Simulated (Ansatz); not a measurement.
# TiO: tests of the settings

Aim, for TiO: see how the occupation rule and width moves the results.

Computed with Ansatz 0.2.0 (DFT r2SCAN, scalar-relativistic, plane waves, PAW, unless a step's input says otherwise).

3 further runs of the same task are left out: 3 for a known fault of the program.

## 1. The structure to begin with

It takes space group P6_3/mmc (No. 194, hexagonal). Conventional cell: a = 2.852 Å, b = 2.852 Å, c = 5.568 Å, α = 90.00°, β = 90.00°, γ = 120.00°. Ti (site symmetry -6m2) has 6 O at 2.16 Å as nearest neighbours. O (site symmetry -3m) has 6 Ti at 2.16 Å as nearest neighbours.

Structure file:

```xyz
4
Lattice="2.8516 0.0000 0.0000 -1.4258 2.4696 0.0000 0.0000 0.0000 5.5675" Properties=species:S:1:pos:R:3 pbc="T T T"
Ti    0.0000    1.6464    1.3919
Ti    1.4258    0.8232    4.1756
O     0.0000    0.0000    0.0000
O     0.0000    0.0000    2.7838
```

The structure comes from the Materials Project (structure only); it is used as listed.

## 2. The base input

Contents of input.yaml:

```yaml
crystal:
  lattice:
    - [2.8516080131, 0.0, 0.0]
    - [-1.4258040066, 2.469564981, 0.0]
    - [0.0, 0.0, 5.567503]
  atoms:
    - { symbol: Ti, position: [0.33333333, 0.66666667, 0.25] }
    - { symbol: Ti, position: [0.66666667, 0.33333333, 0.75] }
    - { symbol: O, position: [0.0, 0.0, 0.0] }
    - { symbol: O, position: [0.0, 0.0, 0.5] }
basis:
  ecutwfc: 500
kpoints:
  mp_grid: { grid: [18, 18, 8] }
hamiltonian:
  xc: r2scan
scf:
  occupations: { method: gaussian, width: 0.1 }
output:
  forces: true
  stress: true
  eigenvalues: true
  populations: true
```

It was run beforehand and gave: -1537.8722 eV/atom at zero smearing, pressure -5.33 GPa, largest force 0.000 eV/Å, no gap on the mesh, in 8 SCF cycles and 44 s.

## 3. Occupation rule and width: Gaussian 0.01 eV

Contents of input.yaml:

```yaml
crystal:
  lattice:
    - [2.8516080131, 0.0, 0.0]
    - [-1.4258040066, 2.469564981, 0.0]
    - [0.0, 0.0, 5.567503]
  atoms:
    - { symbol: Ti, position: [0.3333333333, 0.6666666667, 0.25] }
    - { symbol: Ti, position: [0.6666666667, 0.3333333333, 0.75] }
    - { symbol: O, position: [0.0, 0.0, 0.0] }
    - { symbol: O, position: [0.0, 0.0, 0.5] }
basis:
  ecutwfc: 500
kpoints:
  mp_grid: { grid: [18, 18, 8] }
hamiltonian:
  xc: r2scan
scf:
  occupations: { method: gaussian, width: 0.01 }
output:
  forces: true
  stress: true
  eigenvalues: true
```

Launch:

```console
ansatz run input.yaml --threads 1 --pin off --max-ram 2560MiB --backend cpu --events-out ev --progress --plain --runs-dir out
```

## 4. Occupation rule and width: Gaussian 0.02 eV

Changes to input.yaml since step 3:

```diff
@@ -17,3 +17,3 @@
 scf:
-  occupations: { method: gaussian, width: 0.01 }
+  occupations: { method: gaussian, width: 0.02 }
 output:
```

## 5. Occupation rule and width set to Gaussian 0.2 eV

Changes to input.yaml since step 4:

```diff
@@ -17,3 +17,3 @@
 scf:
-  occupations: { method: gaussian, width: 0.02 }
+  occupations: { method: gaussian, width: 0.2 }
 output:
```

## 6. Occupation rule and width: Fermi–Dirac 0.02 eV

Changes to input.yaml since step 5:

```diff
@@ -17,3 +17,3 @@
 scf:
-  occupations: { method: gaussian, width: 0.2 }
+  occupations: { method: fermi_dirac, width: 0.02 }
 output:
```

## 7. Occupation rule and width: Fermi–Dirac 0.05 eV

Changes to input.yaml since step 6:

```diff
@@ -17,3 +17,3 @@
 scf:
-  occupations: { method: fermi_dirac, width: 0.02 }
+  occupations: { method: fermi_dirac, width: 0.05 }
 output:
```

## 8. Occupation rule and width: Fermi–Dirac 0.1 eV

Changes to input.yaml since step 7:

```diff
@@ -17,3 +17,3 @@
 scf:
-  occupations: { method: fermi_dirac, width: 0.05 }
+  occupations: { method: fermi_dirac, width: 0.1 }
 output:
```

## 9. Occupation rule and width set to Fermi–Dirac 0.3 eV

Changes to input.yaml since step 8:

```diff
@@ -17,3 +17,3 @@
 scf:
-  occupations: { method: fermi_dirac, width: 0.1 }
+  occupations: { method: fermi_dirac, width: 0.3 }
 output:
```

## 10. Occupation rule and width: Methfessel–Paxton 0.01 eV

Changes to input.yaml since step 9:

```diff
@@ -17,3 +17,3 @@
 scf:
-  occupations: { method: fermi_dirac, width: 0.3 }
+  occupations: { method: methfessel_paxton, width: 0.01 }
 output:
```

## 11. Occupation rule and width set to Methfessel–Paxton 0.02 eV

Changes to input.yaml since step 10:

```diff
@@ -17,3 +17,3 @@
 scf:
-  occupations: { method: methfessel_paxton, width: 0.01 }
+  occupations: { method: methfessel_paxton, width: 0.02 }
 output:
```

## 12. Occupation rule and width set to Methfessel–Paxton 0.05 eV

Changes to input.yaml since step 11:

```diff
@@ -17,3 +17,3 @@
 scf:
-  occupations: { method: methfessel_paxton, width: 0.02 }
+  occupations: { method: methfessel_paxton, width: 0.05 }
 output:
```

## 13. Occupation rule and width set to Methfessel–Paxton 0.1 eV

Changes to input.yaml since step 12:

```diff
@@ -17,3 +17,3 @@
 scf:
-  occupations: { method: methfessel_paxton, width: 0.05 }
+  occupations: { method: methfessel_paxton, width: 0.1 }
 output:
```

## 14. Occupation rule and width: tetrahedron

Changes to input.yaml since step 13:

```diff
@@ -17,3 +17,3 @@
 scf:
-  occupations: { method: methfessel_paxton, width: 0.1 }
+  occupations: { method: tetrahedron }
 output:
```

(Steps that only read results are left out.)

What results come out of these runs, taken together? Wanted: largest energy shift, occupation rule and width.

**Answer**, as computed:

| quantity | value |
| --- | --- |
| largest energy shift, occupation rule and width | 16.7 meV/atom at Fermi–Dirac 0.3 |

The free energy moves by up to 35.3 meV/atom (Fermi–Dirac 0.3), the energy extrapolated to zero width by up to 16.7. In a metal, forces and stress under tetrahedra need not match the slope of their energy. Spin polarisation is off in the runs that give these values; a magnetic solution could lie lower.
